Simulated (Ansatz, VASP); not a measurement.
**Two plane-wave programs on TiC**

File POSCAR:

```
TiC
1.0
    0.0000000000      2.1464758510      2.1464758510
    2.1464758510      0.0000000000      2.1464758510
    2.1464758510      2.1464758510      0.0000000000
Ti C
1 1
Direct
    0.0000000000      1.0000000000      1.0000000000
    0.5000000000      0.5000000000      0.5000000000
```

INCAR.step1

```
PREC = Accurate ; ENCUT = 520
ISMEAR = 0 ; SIGMA = 0.1
LREAL = False ; LASPH = True
NELM = 100 ; NBANDS = 15
GGA = PE ; ALGO = Normal
EDIFF = 1E-4 ; LWAVE = True
LCHARG = False
```

INCAR.step2

```
PREC = Accurate ; ENCUT = 520
EDIFF = 1E-6 ; ISMEAR = 0
SIGMA = 0.1 ; LREAL = False
LASPH = True ; NELM = 100
ALGO = Normal ; ISIF = 2
LWAVE = False ; LCHARG = False
METAGGA = R2SCAN ; LMIXTAU = True
NBANDS = 15 ; ISTART = 1
```

The input KPOINTS:

```
regular mesh
0
Gamma
  12 12 12
```

Input for Ansatz:

```yaml
crystal:
  lattice:
    - [0.0, 2.146475851, 2.146475851]
    - [2.146475851, 0.0, 2.146475851]
    - [2.146475851, 2.146475851, 0.0]
  atoms:
    - { symbol: Ti, position: [0.0, 1.0, 1.0] }
    - { symbol: C, position: [0.5, 0.5, 0.5] }
basis:
  ecutwfc: 500
kpoints:
  mp_grid: { grid: [12, 12, 12] }
scf:
  occupations: { method: gaussian, width: 0.1 }
  n_extra_bands: 4
hamiltonian:
  xc: r2scan
  pseudopotentials: { kind: paw, azcp: { folder: soft_1 } }
output:
  eigenvalues: true
  forces: true
  stress: true
```

Alike in both runs: task single point; functional r2SCAN; k mesh 12 × 12 × 12; occupations gaussian, width 0.1 eV; no spin polarisation.

|  | VASP | Ansatz |
| --- | --- | --- |
| version | VASP 6.6.1 | Ansatz 0.2.0 |
| potentials or method | VASP PAW PBE potentials, release 64 (Ti_sv, C) | plane-wave PAW, scalar-relativistic |
| plane-wave cutoff (eV) | 520 | 500 |
| valence electrons in the cell | 16 | 16 |

Ansatz gave:

| Property | Result |
| --- | --- |
| pressure (GPa) | 6.8 |

Problem. What did VASP give for the same quantities?

Solution. Pressure (GPa): 7.7.

Caveats: the PAW data sets were made with another functional, which shifts forces and pressure a little (VASP).
